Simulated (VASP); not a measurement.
# Al in VASP: notebook

One slab, Al, is run at these levels: PBE; tasks: single point, relaxation of the atoms.

Everything below comes from runs of VASP 6.6.1. Logs are shortened: lines on timing, memory, paths and dates and some standing lists are left out, and cuts for length are marked.

### Step 1. Starting point

The cell holds a slab with vacuum, 10 atoms: a = 2.856 Å, b = 4.039 Å, c = 27.853 Å, α = 90.00°, β = 90.00°, γ = 90.00°.

The slab is cut from a database's or a generator's crystal, which needn't be the stable form of the element.

### Step 2. Single point, PBE

The input, INCAR:

```
SYSTEM = Al
PREC = Accurate
ENCUT = 520
EDIFF = 1E-7
ISMEAR = 1
SIGMA = 0.1
LREAL = .FALSE.
LASPH = .TRUE.
NELM = 80
ALGO = Fast
ISIF = 2
LWAVE = .FALSE.
LCHARG = .FALSE.
LDIPOL = .TRUE.
IDIPOL = 3
DIPOL = 0.5 0.5 0.500
GGA = PE
LVHAR = .TRUE.
LVACPOTAV = .TRUE.
ICORELEVEL = 1
KPAR = 4
```

The input, KPOINTS:

```
regular mesh
0
G
  13 10 1
  0 0 0
```

The input, POSCAR:

```
Al
1.0
    2.8562036900      0.0000000000      0.0000000000
    0.0000000000      4.0392820000      0.0000000000
    0.0000000000      0.0000000000     27.8529166200
Al
10
Direct
    0.5000000000      0.5000000000      0.2692716200
    0.0000000000      0.0000000000      0.3205445900
    0.5000000000      0.5000000000      0.3718175700
    0.0000000000      0.0000000000      0.4230905400
    0.5000000000      0.5000000000      0.4743635100
    0.0000000000      0.0000000000      0.5256364900
    0.5000000000      0.5000000000      0.5769094600
    0.0000000000      0.0000000000      0.6281824300
    0.5000000000      0.5000000000      0.6794554100
    0.0000000000      0.0000000000      0.7307283800
```

Potentials or basis: VASP PAW PBE potentials, release 64 (Al).

Run with:

```sh
cat potpaw_PBE.64/Al/POTCAR > POTCAR
mpirun -np 4 vasp_std > vasp.out
```

OUTCAR:

```text
SYSTEM = Al
   PREC = Accurate
   ENCUT = 520
   EDIFF = 1E-7
   ISMEAR = 1
   LREAL = .FALSE.
   LASPH = .TRUE.
   NELM = 80
   ISIF = 2
   GGA = PE

 ion  position               nearest neighbor table
   1  0.500  0.500  0.269-   2 2.86   2 2.86   2 2.86   2 2.86   3 2.86
   2  0.000  0.000  0.321-   1 2.86   1 2.86   1 2.86   1 2.86   3 2.86   3 2.86   3 2.86   3 2.86
                             4 2.86
   3  0.500  0.500  0.372-   5 2.86   4 2.86   4 2.86   4 2.86   4 2.86   2 2.86   2 2.86   2 2.86
                             2 2.86   1 2.86
   4  0.000  0.000  0.423-   3 2.86   3 2.86   3 2.86   3 2.86   5 2.86   5 2.86   5 2.86   5 2.86
                             2 2.86   6 2.86
   5  0.500  0.500  0.474-   3 2.86   4 2.86   4 2.86   4 2.86   4 2.86   6 2.86   6 2.86   6 2.86
                             6 2.86   7 2.86
   6  0.000  0.000  0.526-   8 2.86   7 2.86   7 2.86   7 2.86   7 2.86   5 2.86   5 2.86   5 2.86
                             5 2.86   4 2.86
   7  0.500  0.500  0.577-   8 2.86   8 2.86   8 2.86   8 2.86   6 2.86   6 2.86   6 2.86   6 2.86
                             5 2.86   9 2.86
   8  0.000  0.000  0.628-   6 2.86   7 2.86   7 2.86   7 2.86   7 2.86   9 2.86   9 2.86   9 2.86
                             9 2.86  10 2.86
   9  0.500  0.500  0.679-  10 2.86  10 2.86  10 2.86  10 2.86   8 2.86   8 2.86   8 2.86   8 2.86
                             7 2.86
  10  0.000  0.000  0.731-   9 2.86   9 2.86   9 2.86   9 2.86   8 2.86

  LATTYP: Found a simple orthorhombic cell.
 ALAT       =     2.8562036900
 B/A-ratio  =     1.4142135640
 C/A-ratio  =     9.7517262923

  Lattice vectors:

 A1 = (   2.8562036900,   0.0000000000,   0.0000000000)
 A2 = (   0.0000000000,   4.0392820000,   0.0000000000)
 A3 = (   0.0000000000,   0.0000000000,  27.8529166200)

Analysis of symmetry for initial positions (statically):
=====================================================================
 Subroutine PRICEL returns:
 Original cell was already a primitive cell.

 Routine SETGRP: Setting up the symmetry group for a
 simple orthorhombic supercell.

 Subroutine GETGRP returns: Found  8 space group operations
 (whereof  4 operations were pure point group operations)
 out of a pool of  8 trial point group operations.

The static configuration has the point symmetry C_2v.
 The point group associated with its full space group is D_2h.

Analysis of symmetry for dynamics (positions and initial velocities):
=====================================================================
 Subroutine PRICEL returns:
 Original cell was already a primitive cell.
[... 148 lines left out ...]
  Thomas-Fermi vector in A             =   1.837599
   LORBIT       =      0    0 simple, 1 ext, 2 COOP (PROOUT), +10 PAW based schemes
   GGA     = PE    functional components
   LHFCALC =     F    Hartree Fock is set to
   AEXX    =    0.0000 exact exchange contribution
   IVDW    =     0    specifies the selected vdW correction
   LEPSILON=     F    determine dielectric tensor
   LRPA    =     F    only Hartree local field effects (RPA)
 non-spin polarized calculation
 RMM-DIIS sequential band-by-band and
 Methfessel and Paxton  Order N= 1 SIGMA  =   0.10
  energy-cutoff  :      520.00
  volume of cell :      321.34
 maximum number of plane-waves:      8705
 NGX is ok and might be reduce to    24
   NGX = 11   NGY = 15   NGZ =103

 dipolmoment           0.000000      0.000000     -0.000000 electrons x Angstroem

 number of electron      30.0000000 magnetization

 dipolmoment           0.000000      0.000000      0.000000 electrons x Angstroem

 Free energy of the ion-electron system (eV)
  ---------------------------------------------------
  ext. energy  EPLUGINS =         0.00000000
  ---------------------------------------------------
  free energy    TOTEN  =       -35.98464443 eV

  energy without entropy =      -35.98249168  energy(sigma->0) =      -35.98392685

 the core state eigenenergies are
   1-  1s  -1504.1911  2s   -101.3545  2p    -62.8196
   2-  1s  -1504.1034  2s   -101.3101  2p    -62.7706
   3-  1s  -1504.0264  2s   -101.2632  2p    -62.7219
   4-  1s  -1504.0177  2s   -101.2451  2p    -62.7043
   5-  1s  -1504.0172  2s   -101.2359  2p    -62.6957
   6-  1s  -1504.0172  2s   -101.2359  2p    -62.6957
   7-  1s  -1504.0177  2s   -101.2451  2p    -62.7043
   8-  1s  -1504.0264  2s   -101.2632  2p    -62.7219
   9-  1s  -1504.1034  2s   -101.3101  2p    -62.7706
  10-  1s  -1504.1911  2s   -101.3545  2p    -62.8196

 E-fermi :   2.1268     XC(G=0):  -5.9902

 val. band max:        2.1107368296   @ k =   0.4615   0.1000   0.0000
 cond. band min:       2.1373391984   @ k =   0.0769   0.1000   0.0000
 fundamental gap:      0.0266023688
 Fermi energy:         2.1267805888

 k-point     1 :       0.0000    0.0000    0.0000
  band No.  band energies     occupation
      1      -8.7977      2.00000
      2      -8.3157      2.00000
      3      -7.4868      2.00000
      4      -6.3791      2.00000
      5      -5.0217      2.00000
      6      -3.4684      2.00000
[... 565 lines left out ...]
     20       5.1375      0.00000
     21       5.8689      0.00000

 [... further k-points ...]
[... 5 lines left out ...]
  --------------------------------------------------------------------------------------
  -------------------------------------------------------------------------------------
  Total       -1.7264792     -2.1431334     -0.4526047      0.0000000      0.0000000      0.0000000
  in kB       -8.6081120    -10.6855222     -2.2566573      0.0000000      0.0000000      0.0000000
  external PRESSURE =      -7.1834305 kB  Pullay stress =       0.0000000 kB

 VOLUME and BASIS-vectors are now :
 -----------------------------------------------------------------------------
  energy-cutoff  :      520.00
  volume of cell :      321.34
      direct lattice vectors                 reciprocal lattice vectors
     2.856203690  0.000000000  0.000000000     0.350115086  0.000000000  0.000000000
     0.000000000  4.039282000  0.000000000     0.000000000  0.247568751  0.000000000
     0.000000000  0.000000000 27.852916620     0.000000000  0.000000000  0.035902883

 POSITION                                       TOTAL-FORCE (eV/Angst)
 -----------------------------------------------------------------------------------
      1.42810      2.01964      7.50000         0.000000      0.000000      0.154710
      0.00000      0.00000      8.92810         0.000000      0.000000     -0.169521
      1.42810      2.01964     10.35620         0.000000      0.000000      0.059055
      0.00000      0.00000     11.78431         0.000000      0.000000     -0.056458
      1.42810      2.01964     13.21241         0.000000      0.000000     -0.018947
      0.00000      0.00000     14.64051         0.000000      0.000000      0.018947
      1.42810      2.01964     16.06861         0.000000      0.000000      0.056458
      0.00000      0.00000     17.49671         0.000000      0.000000     -0.059055
      1.42810      2.01964     18.92481         0.000000      0.000000      0.169521
      0.00000      0.00000     20.35292         0.000000      0.000000     -0.154710
 -----------------------------------------------------------------------------------
    total drift:                               -0.000000     -0.000000      0.000000

  FREE ENERGIE OF THE ION-ELECTRON SYSTEM (eV)
  ---------------------------------------------------
  free  energy   TOTEN  =       -35.9846444297 eV

  energy  without entropy=      -35.9824916842  energy(sigma->0) =      -35.98392685

 vacuum level on the upper side and lower side of the slab         6.266         6.266
```

Wall time 95 s (4 MPI ranks of AMD EPYC 9R45 (Zen 5), shared host); peak memory 0.47 GiB.

What came out:

* Free energy: -35.9846 eV
* Largest force: 0.170 eV/Å
* Band gap on the k mesh: none (metal or under the smearing width)
* Work function of the upper face: 4.14 eV
* Work function of the lower face: 4.14 eV

Forces on the atoms (eV/Å):
```
Al   0.000  0.000  0.155
Al   0.000  0.000 -0.170
Al   0.000  0.000  0.059
Al   0.000  0.000 -0.056
Al   0.000  0.000 -0.019
Al   0.000  0.000  0.019
Al   0.000  0.000  0.056
Al   0.000  0.000 -0.059
Al   0.000  0.000  0.170
Al   0.000  0.000 -0.155
```

Levels at points of the mesh, in eV from the Fermi level:
```
           k point  band 12  band 13  band 14  band 15  band 16  band 17
(0.00, 0.00, 0.00)    -1.37    -0.87    -0.52    -0.46    -0.06     0.84
(0.00, 0.50, 0.00)    -3.45    -1.70    -1.70     0.15     0.15     2.03
```

Core levels (eV, on the scale of the bands):
```tsv
atom	levels
1 Al	1s -1504.2, 2s -101.4, 2p -62.8
2 Al	1s -1504.1, 2s -101.3, 2p -62.8
3 Al	1s -1504.0, 2s -101.3, 2p -62.7
4 Al	1s -1504.0, 2s -101.2, 2p -62.7
5 Al	1s -1504.0, 2s -101.2, 2p -62.7
6 Al	1s -1504.0, 2s -101.2, 2p -62.7
```

### Step 3. Relaxation of the atoms, PBE

The input, INCAR:

```
SYSTEM = Al
PREC     = Accurate       ! precision mode
ENCUT    = 520            ! plane-wave cutoff, eV
EDIFF    = 1E-6           ! SCF threshold, eV
ISMEAR   = 1              ! smearing method
SIGMA    = 0.1            ! smearing width, eV
LREAL    = .False.        ! projectors in reciprocal space
LASPH    = .True.         ! aspherical terms in the spheres
NELM     = 80             ! most SCF steps
ALGO     = Normal         ! electronic algorithm
ISIF     = 2              ! what is computed and relaxed
LWAVE    = .False.        ! write WAVECAR
LCHARG   = .False.        ! write CHGCAR
LDIPOL   = .True.       
IDIPOL   = 3            
DIPOL    = 0.5 0.5 0.500
GGA      = PE             ! functional
IBRION   = 2              ! ionic algorithm
NSW      = 80             ! ionic steps
EDIFFG   = -0.02          ! ionic threshold
KPAR     = 4
```

The input, KPOINTS:

```
Automatic mesh
0
Gamma
  13 10 1
  0 0 0
```

POSCAR is that of step 2.

Potentials or basis: VASP PAW PBE potentials, release 64 (Al).

Run with:

```sh
cat potpaw_PBE.64/Al/POTCAR > POTCAR
mpirun -np 4 vasp_std > vasp.out
```

It took 4.5 min on 4 MPI ranks of AMD EPYC 9R45 (Zen 5), shared host; peak memory 0.52 GiB.

The run converged. Its results:

```
Free energy                  : -36.0030 eV
Energy gained by relaxing    : 1.8 meV/atom
Ionic steps                  : 7
Largest force after relaxing : 0.018 eV/Å
Band gap on the k mesh       : none (metal or under the smearing width)
```

Forces on the atoms (eV/Å):
```
Al   0.000  0.000  0.009
Al   0.000  0.000  0.017
Al   0.000  0.000  0.018
Al   0.000  0.000 -0.002
Al   0.000  0.000  0.000
Al   0.000  0.000  0.000
Al   0.000  0.000  0.002
Al   0.000  0.000 -0.018
Al   0.000  0.000 -0.017
Al   0.000  0.000 -0.009
```

Step by step:
| step | energy change (eV) | largest force (eV/Å) | pressure (GPa) |
| --- | --- | --- | --- |
| 1 | 0.0000 | 0.1695 | -0.72 |
| 2 | -0.0053 | 0.1377 | -0.70 |
| 3 | -0.0153 | 0.0748 | -0.64 |
| 4 | -0.0070 | 0.1644 | -0.47 |
| 5 | -0.0168 | 0.0660 | -0.60 |
| 6 | -0.0179 | 0.0325 | -0.58 |
| 7 | -0.0183 | 0.0177 | -0.56 |

Final structure:
```
Al
1.0
     2.85620    0.00000    0.00000
     0.00000    4.03928    0.00000
     0.00000    0.00000   27.85292
Al
10
Direct
  0.50000 0.50000 0.27119
  0.00000 0.00000 0.31885
  0.50000 0.50000 0.37220
  0.00000 0.00000 0.42235
  0.50000 0.50000 0.47460
  0.00000 0.00000 0.52540
  0.50000 0.50000 0.57765
  0.00000 0.00000 0.62780
  0.50000 0.50000 0.68115
  0.00000 0.00000 0.72881
```

Levels at points of the mesh, in eV from the Fermi level:
| k point | band 12 | band 13 | band 14 | band 15 | band 16 | band 17 |
| --- | --- | --- | --- | --- | --- | --- |
| (0.00, 0.00, 0.00) | -1.36 | -0.89 | -0.56 | -0.45 | -0.10 | 0.75 |
| (0.00, 0.50, 0.00) | -3.42 | -1.69 | -1.69 | 0.18 | 0.18 | 2.10 |

(Part 1 of 2 ends here.)
